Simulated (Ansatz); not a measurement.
Before relaxation, 1 F2 a cell, tilted, over a top F site (LiF, Fm-3m (No. 225), (1 0 0) face):

```yaml
crystal:
  lattice:
    - [5.65743, 0.00000, 0.00000]
    - [0.00000, 5.65743, 0.00000]
    - [0.00000, 0.00000, 24.19821]
  atoms:
    - { symbol: Li, position: [0.25000, 0.25000, 0.33060] }
    - { symbol: Li, position: [0.25000, 0.75000, 0.33060] }
    - { symbol: Li, position: [0.75000, 0.25000, 0.33060] }
    - { symbol: Li, position: [0.75000, 0.75000, 0.33060] }
    - { symbol: F, position: [0.50000, 0.50000, 0.33060] }
    - { symbol: F, position: [0.50000, 0.00000, 0.33060] }
    - { symbol: F, position: [0.00000, 0.50000, 0.33060] }
    - { symbol: F, position: [0.00000, 0.00000, 0.33060] }
    - { symbol: Li, position: [0.50000, 0.50000, 0.41326] }
    - { symbol: Li, position: [0.50000, 0.00000, 0.41326] }
    - { symbol: Li, position: [0.00000, 0.50000, 0.41326] }
    - { symbol: Li, position: [0.00000, 0.00000, 0.41326] }
    - { symbol: F, position: [0.75000, 0.75000, 0.41326] }
    - { symbol: F, position: [0.75000, 0.25000, 0.41326] }
    - { symbol: F, position: [0.25000, 0.75000, 0.41326] }
    - { symbol: F, position: [0.25000, 0.25000, 0.41326] }
    - { symbol: Li, position: [0.75000, 0.75000, 0.49645] }
    - { symbol: Li, position: [0.75000, 0.25000, 0.49645] }
    - { symbol: Li, position: [0.25000, 0.75000, 0.49645] }
    - { symbol: Li, position: [0.25000, 0.25000, 0.49645] }
    - { symbol: F, position: [0.00000, 0.00000, 0.49594] }
    - { symbol: F, position: [0.00000, 0.50000, 0.49594] }
    - { symbol: F, position: [0.50000, 0.00000, 0.49594] }
    - { symbol: F, position: [0.50000, 0.50000, 0.49594] }
    - { symbol: Li, position: [0.00000, 0.00000, 0.57753] }
    - { symbol: Li, position: [0.00000, 0.50000, 0.57753] }
    - { symbol: Li, position: [0.50000, 0.00000, 0.57753] }
    - { symbol: Li, position: [0.50000, 0.50000, 0.57753] }
    - { symbol: F, position: [0.25000, 0.25000, 0.58058] }
    - { symbol: F, position: [0.25000, 0.75000, 0.58058] }
    - { symbol: F, position: [0.75000, 0.25000, 0.58058] }
    - { symbol: F, position: [0.75000, 0.75000, 0.58058] }
    - { symbol: F, position: [0.54184, 0.88422, 0.69619] }
    - { symbol: F, position: [0.75000, 0.75000, 0.68803] }
```

Computed with DFT PBE+D3(BJ), scalar-relativistic, plane waves, PAW (Ansatz). Cutoff 420 eV; k points 3×3×1 on the computed 34-atom cell (Γ-centred); Gaussian smearing, width 0.05 eV; no spin polarisation. A dipole correction removes the field between periodic images along c.

Atoms 1, 2, 3, 4, 5, 6, 7, 8, 9, 10, 11, 12, 13, 14, 15, 16 (counted from 1) are held. The cell is fixed. Force threshold 0.04 eV/Å.

```tsv
step	E − E_final (eV)	largest force (eV/Å)
1	0.165	0.284
2	0.128	0.375
3	0.111	0.059
4	0.105	0.038
5	0.116	0.806
6	0.103	0.204
7	0.101	0.257
8	0.098	0.392
9	0.089	0.165
10	0.076	0.243
11	0.079	0.793
12	0.066	0.149
13	0.056	0.163
14	0.043	0.149
15	0.028	0.138
16	0.019	0.109
17	0.010	0.077
18	0.004	0.125
19	0.004	0.295
20	0.001	0.091
21	0.000	0.010
22	0.000	0.006
23	0.000	0.015
```

Q: What is the final structure?

A:
```
CELL_PARAMETERS angstrom
5.65743 0.00000 0.00000
0.00000 5.65743 0.00000
0.00000 0.00000 24.19821
ATOMIC_POSITIONS crystal
Li 0.25000 0.25000 0.33060
Li 0.25000 0.75000 0.33060
Li 0.75000 0.25000 0.33060
Li 0.75000 0.75000 0.33060
F 0.50000 0.50000 0.33060
F 0.50000 0.00000 0.33060
F 0.00000 0.50000 0.33060
F 0.00000 0.00000 0.33060
Li 0.50000 0.50000 0.41326
Li 0.50000 0.00000 0.41326
Li 0.00000 0.50000 0.41326
Li 0.00000 0.00000 0.41326
F 0.75000 0.75000 0.41326
F 0.75000 0.25000 0.41326
F 0.25000 0.75000 0.41326
F 0.25000 0.25000 0.41326
Li 0.74979 0.75017 0.49695
Li 0.74966 0.24956 0.49645
Li 0.25054 0.75038 0.49566
Li 0.25029 0.24972 0.49696
F 0.00037 0.99963 0.49631
F 0.00034 0.50023 0.49625
F 0.49968 0.99962 0.49645
F 0.49972 0.50023 0.49630
Li 0.99759 0.00201 0.57835
Li 0.99714 0.49694 0.57822
Li 0.50293 0.00277 0.57963
Li 0.50222 0.49747 0.57836
F 0.24939 0.25046 0.58026
F 0.24780 0.74784 0.58102
F 0.75000 0.24982 0.58075
F 0.75067 0.74919 0.58019
F 0.35708 0.85298 0.66606
F 0.44199 0.93448 0.71977
```

The end is the local minimum or symmetric point that this start leads to. The slab is only 6.0 Å thick, so the energy isn't converged with thickness.

Cost: 1 run of about 15 core-minutes, on Intel Xeon Platinum 8488C (Sapphire Rapids) (shared hosts).